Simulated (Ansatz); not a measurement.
Crystal: I.

```
I
1.0
     3.63503   -2.39502    0.00000
     3.63503    2.39502    0.00000
     0.00000    0.00000    9.79344
I
4
Direct
  0.64930 0.35070 0.38440
  0.14930 0.85070 0.11560
  0.35070 0.64930 0.61560
  0.85070 0.14930 0.88440
```

- Program: Ansatz 0.2.0
- Task: relaxation of cell and atoms
- Functional: PBEsol
- Dispersion: D3(BJ)-ATM
- Potentials or basis: Ansatz PAW
- Cutoff: 420 eV (not typed: the program's choice for these potentials)
- k mesh: 7 × 7 × 3
- Occupations: fermi-dirac, width 0.05 eV
- Spin: no spin polarisation

At the start: volume 42.63 Å³/atom.

Task: Where does the relaxation end?

Result: It ends after 8 steps and the volume is 35.99 Å³/atom (-15.6 %); space group Cmce (No. 64, to 0.05 Å).

The path:
| step | energy change (eV) | largest force (eV/Å) | volume (Å³) |
| --- | --- | --- | --- |
| 1 | 0.0000 | 0.7588 | 170.52 |
| 2 | -0.2213 | 0.3049 | 153.51 |
| 3 | -0.3215 | 0.1073 | 145.67 |
| 4 | -0.3282 | 0.0177 | 141.84 |
| 5 | -0.3319 | 0.0235 | 144.30 |
| 6 | -0.3323 | 0.0831 | 144.38 |
| 7 | -0.3343 | 0.0088 | 143.95 |
| 8 | -0.3308 | 0.0088 | 143.95 |

Final structure:
```xyz
4
Lattice="3.5057 -2.1606 0.0000 3.5057 2.1606 0.0000 0.0000 0.0000 9.5021" Properties=species:S:1:pos:R:3 pbc="T T T"
I     3.5057   -0.7787    3.5819
I     3.5057    1.3819    1.1692
I     3.5057    0.7787    5.9202
I     3.5057   -1.3819    8.3330
```

Caveat: the volume moved by over 15 % at a fixed basis, so the end points are rough; the plane-wave basis is chosen anew once the cell has moved, so the energies of steps on either side of that aren't comparable; the PAW data sets come from PBE, with cores solved anew for the run's functional, which leaves a small shift of forces and pressure.
